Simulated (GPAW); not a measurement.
Set up this calculation in GPAW 26.7.0, as an ASE script.

```yaml
Task: relaxation of cell and atoms
Functional: PBE
Potentials_or_basis: GPAW PAW data sets (gpaw-data 1.2.1)
Cutoff: 600 eV
Basis: pw
k_mesh: 8 × 8 × 5
Occupations: fermi-dirac, width 0.05 eV
Spin: no spin polarisation
Maxiter: 150
Optimizer: BFGS
Fmax: 0.01 eV/Å
Max_steps: 40
Convergence: density=1e-06 energy=1e-06 eigenstates=1e-10
```

The structure of Ru lies in Ru.xyz:

```xyz
2
Lattice="2.7058000000 0.0000000000 0.0000000000 -1.3529000000 2.3432915376 0.0000000000 0.0000000000 0.0000000000 4.2819000000" Properties=species:S:1:pos:R:3 pbc="T T T"
Ru     1.3529000001      0.7810971791      3.2114250000
Ru    -0.0000000001      1.5621943585      1.0704750000
```

The input as run:

run.py

```python
from ase.filters import FrechetCellFilter
from ase.io import read, write
from ase.optimize import BFGS
from gpaw import GPAW, PW

atoms = read('Ru.xyz')

calc = GPAW(mode=PW(600),
            xc='PBE',
            kpts={'size': (8, 8, 5), 'gamma': True},
            occupations={'name': 'fermi-dirac', 'width': 0.05},
            nbands=29,
            convergence={'density': 1e-06, 'energy': 1e-06, 'eigenstates': 1e-10},
            maxiter=150,
            txt='gpaw.txt')
atoms.calc = calc
opt = BFGS(FrechetCellFilter(atoms), trajectory='relax.traj', logfile='-')
done = opt.run(fmax=0.01, steps=40)
calc.write('gs.gpw')
write('result.traj', atoms)
print('Converged:', done)
print('Cell:', atoms.cell.cellpar().round(4))
print('Volume:', round(atoms.get_volume(), 4))
print(atoms.get_scaled_positions().round(5))
```

Potentials or basis: GPAW PAW data sets (gpaw-data 1.2.1), pw.

The run is started by

```bash
$ OMP_NUM_THREADS=1 python run.py
```

Results of the run:

- Relaxed volume: 13.71 Å³/atom
- Relaxed cell: a = 2.717 Å, b = 2.717 Å, c = 4.290 Å, α = 90.00°, β = 90.00°, γ = 120.00°
- Space group after relaxing (to 0.05 Å): P6_3/mmc (No. 194)
- Energy gained by relaxing: 1.6 meV/atom
- Ionic steps: 5
- Pressure after relaxing: 0.0 GPa
- Band gap on the k mesh: none (metal or under the smearing width)

Caveat: later steps reuse the first step's grids.

Run time: 60 s on 1 thread of Arm Neoverse V2 (shared host), peak memory 0.18 GiB.
